How much energy must an electron in gallium phosphide take up before it can carry current, and how far can a calculation be trusted to say so? Two energies matter here. The smaller one, the indirect gap, leads from the top of the valence band at Γ, the centre of the Brillouin zone, to a conduction band minimum near its edge at X. Light needs the help of a lattice vibration to bridge it, so absorption starts weakly. The direct gap at Γ needs no such help and marks the start of strong absorption.

Hybrid-functional DFT calculations with VASP 6.6.1 for zinc-blende GaP at a fixed lattice constant of 5.4505 Å, without spin-orbit coupling. All rows use the recommended PBE PAW potentials, a 520 eV plane-wave cutoff, a 6×6×6 k-point mesh and Gaussian smearing of 0.02 eV. Gaps are read from bands along a path through special points.

```
 functional  gap on path (eV)  direct gap on path (eV)
      HSE03             2.101                    2.615
      HSE06             2.283                    2.814
   PBE-EpsX             2.065                    2.388
       PBE0             2.935                    3.451
r2SCAN-EpsX             2.286                    2.830
```

The "gap on path" is the indirect gap, and the "direct gap on path" is the smallest vertical one. The atoms sit at the same places in every row, so all differences come from the treatment of the electrons. Each method mixes exact exchange into a simpler, semilocal functional, one that uses only the density and related quantities at each point. Even so, the indirect gap runs from about 2.1 to 2.9 eV.

The methods differ in how much exact exchange they take and in how far it reaches. HSE03, HSE06 and PBE0 all take 25 %. PBE0 keeps it at every distance, whereas the two HSE forms let it fade, HSE03 sooner than HSE06. The two EpsX methods also keep it at every distance, but take only 8.95 %, the inverse of a computed dielectric constant. They differ from each other in the semilocal part, which is PBE in one and r2SCAN in the other.

Exact exchange opens a gap because it treats filled and empty states differently. Exchange acts as an attraction. In its exact form it is strong for a filled state and much weaker for an empty one, whereas a semilocal functional gives both much the same pull. Mixing in exact exchange thus lowers filled states relative to empty ones. The gap should therefore widen when the exchange is stronger or reaches farther. The order HSE03, HSE06, PBE0 follows from reach, and the rise from PBE-EpsX to PBE0 follows from strength.

The effect of reach can be estimated without knowing anything about GaP. HSE replaces the long-range part of exact exchange by a semilocal substitute, and PBE0 puts it back. With ω as the screening parameter (a larger ω means a shorter reach) and e as the electron charge, the long-range interaction between two electrons at distance r, and its value at zero distance, are

v(r) = e² erf(ωr)/r,  v(0) = 2e²ω/√π.

This interaction is smooth. Suppose that it hardly changes over the distance across which exchange links two points in the crystal. Exact exchange then lowers every filled state by v(0) and leaves empty states where they are. The semilocal substitute does not know which states are filled. Its exchange energy is −v(0)/2 per electron, so it lowers all states alike by v(0)/2.

Putting exact exchange back with a weight a should thus push filled states down by a·v(0)/2 and empty ones up by the same amount. The gap opens by

Δgap = a·v(0) = 2a e²ω/√π.

For HSE06, a is 0.25 and ω is 0.2 Å⁻¹. With e² = 14.4 eV Å, the estimate is

Δgap = 2 × 0.25 × 14.4 × 0.2/√π ≈ 0.81 eV.

The table gives a rise of 0.65 eV for the indirect gap and 0.64 eV for the direct gap. The estimate has the right size, though it is about 25 % above the computed indirect step. No row was used to adjust it.

The energies of single states support the same picture. From HSE06 to PBE0, three filled levels at Γ (gallium 3d, phosphorus 3s and the valence top) fall by 0.33 to 0.42 eV. The lowest empty states at Γ and X rise by 0.31 and 0.32 eV. These shifts refer to each calculation's own energy zero, which should move little because the atoms stay in place and the density changes only slightly. The gap opens from both sides, much as the argument says.

The estimate gets worse as the reach of the retained exchange gets shorter. For HSE03, with ω = 0.3 Å⁻¹, it exceeds the computed indirect step to PBE0 by 46 %. The length 1/ω has then shrunk to about 3.3 Å, or 1.4 times a Ga–P bond, and the interaction is no longer nearly constant over the region that matters. The small step between the two HSE forms shows the failure most clearly: the formula gives about 0.4 eV, the table 0.18 eV. It is therefore a guide to the step between HSE06 and PBE0, and a poor tool for fine adjustment of ω.

There is a useful consequence for anyone who chooses between these methods. Long-range exchange moves the low conduction states almost together, so it hardly alters their order or spacing. The direct gap exceeds the indirect one by 0.51 to 0.53 eV in all three methods with 25 % exchange, whatever the reach. An error in the long-range part is thus mainly an error in the size of the gap, while the spacing between the direct and the indirect gap survives.

The amount of exchange at short range is another matter. In PBE-EpsX the direct gap exceeds the indirect one by only 0.32 eV. PBE-EpsX and PBE0 share the same semilocal functional and the same unlimited reach, so the difference between them comes from the fraction of exchange. At short distances the exchange energy depends on the shape of each orbital and on its overlap with the filled ones. States at Γ and at X can therefore respond differently.

This is why a single gap is a weak test of a method. HSE03 and PBE-EpsX agree on the indirect gap to within 0.04 eV, and a user who looked only there would call them equivalent. Their direct gaps differ by 0.23 eV. For a light detector or an absorbing layer, where the start of strong absorption counts, the choice between them matters.

The measured gaps of GaP are, as rough recalled values, 2.3 eV for the indirect and 2.8 eV for the direct one. Against these, PBE0 is more than 0.6 eV too high for both. The physical reason is screening. In a solid, the other electrons weaken the interaction between distant charges by roughly the dielectric constant, which here leaves about a tenth of it. PBE0 keeps a quarter at all distances, which is too much for a semiconductor that screens this well.

PBE-EpsX has the opposite fault. Its fraction suits distant charges, but screening is less complete at short distances, where a larger share of exchange would be appropriate. Its indirect gap is about 0.2 eV below the rough measured value and its direct gap about 0.4 eV below. Part of this comes from the dielectric constant that was used, 11.2, which is larger than the measured value of roughly 9. On a straight line between PBE-EpsX and PBE0, a value of 9.1 would raise the indirect gap to about 2.18 eV and the direct gap to about 2.52 eV, so the direct gap would still be clearly too small.

Replacing PBE by r2SCAN at the same exchange fraction raises the indirect gap by 0.22 eV and the direct gap by 0.44 eV. This brings both close to the measured values, though perhaps partly by luck. With the measured dielectric constant the exchange fraction would be about 11 %, and if the gaps respond to it as they do with PBE, both would be expected to rise by a further 0.1 eV or so. r2SCAN also uses the kinetic energy density of the orbitals, so it can act differently on different states and open the gap further than PBE does here. Why the direct gap gains twice as much is not settled by these data. The calculation also used atomic potentials made for PBE, and the error from that mismatch has not been tested.

HSE06 arrives at almost the same place by another route. It takes a quarter of exact exchange at short range and none at long range, where the true share is small anyway. Its two gaps differ from those of r2SCAN-EpsX by less than 0.02 eV. That difference is no basis for ranking them, because the calculations leave out larger effects. Spin-orbit coupling would lower the gaps by roughly 0.03 eV, and the motion of the atoms, even at low temperature, by an amount that may approach 0.1 eV. Since both effects lower the gaps, the close match with experiment is expected to loosen somewhat once they are included.

Whether a step between methods matters depends on the use. The wavelength at which absorption starts is 1240 eV nm divided by the gap, which gives about 540 nm with HSE06 and 420 nm with PBE0, green against violet. The number of thermally excited carriers in a pure crystal is more sensitive still. It varies as exp(−gap/2kT), with 2kT about 0.05 eV at room temperature, so an error of 0.1 eV changes it by a factor of about seven. For a first sorting of materials by colour, HSE06 and r2SCAN-EpsX would both serve here, while the HSE03 gap, about 0.2 eV too small, shifts the onset noticeably towards the red; for carrier numbers, even the best of these gaps gives only an order of magnitude.

One setting deserves attention at this level of accuracy. The regular 6×6×6 mesh of k-points, on which the density is computed, misses the conduction band minimum. A gap read from the mesh is 0.03 to 0.05 eV larger than the one read along the band path. This is more than the difference between HSE06 and r2SCAN-EpsX. A band path has closer points along the line from Γ to X and so largely avoids this error, at the price of an exchange calculation for each added point. The direct gap is not affected, because Γ lies on the mesh.

Cost does not separate the five methods by orders of magnitude. All of them need exact exchange, which dominates the work and couples every k-point with every other. Doubling the mesh in each direction gives eight times as many points and, without savings from symmetry, about 64 times as many pairs. Exchange of unlimited reach generally needs more care with the mesh than the screened form, so PBE0 and the EpsX methods can become dearer when results must be converged. The EpsX methods also require a dielectric constant first, and an error in it passes directly into the gap.

For GaP, then, HSE06 is the sensible first choice: it gives both gaps well and needs no material constant as input. r2SCAN-EpsX is a good second opinion because it reaches its result with different ingredients. Agreement between two methods is no proof, since both can be wrong in the same way. Here both also lie close to experiment, so the next effort is better spent on spin-orbit coupling and atomic motion than on a further functional. When two methods agree on only one of the two gaps, the short-range part of the functional is the first place to look.
